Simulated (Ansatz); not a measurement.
Runs of Ansatz 0.2.0 on CoO. The structure is hexagonal, space group P6_3mc (No. 186). The conventional cell has a = 3.198 Å, b = 3.198 Å, c = 5.229 Å, α = 90.00°, β = 90.00°, γ = 120.00°. Co (site symmetry 3m) has 4 O at 1.93 to 1.97 Å as nearest neighbours. Around O (site symmetry 3m) lie 4 Co at 1.93 to 1.97 Å. Measurements of this composition are mostly on another form, of space group No. 225.

```csv
spin,gap on the mesh (eV),pressure (GPa),moment (μB),largest force (eV/Å)
"collinear, antiferromagnetic start",none,-9.9,0.00,0.10
"collinear, random start",none,-9.9,0.00,0.10
"collinear, ferromagnetic start",none,-9.9,0.00,0.10
"collinear, ferrimagnetic start",none,-9.9,0.00,0.10
off,none,(a),-,0.08
```

Alike in all rows: task single point; level PBEsol; potentials or basis Ansatz PAW; cell as given; k mesh 10 × 10 × 5; cutoff (eV) 420; smearing fermi-dirac 0.05 eV.

Fill in the values left out.

(a) -22.2.

Caveats: semilocal functionals often make such compounds metallic where correlation or magnetic order opens a gap, which also shifts bond lengths; the PAW data sets come from PBE, with cores solved anew for the run's functional, which leaves a small shift of forces and pressure; the starting moments weren't kept (some runs).

A gap of «none» marks a metal or a gap under the smearing width.
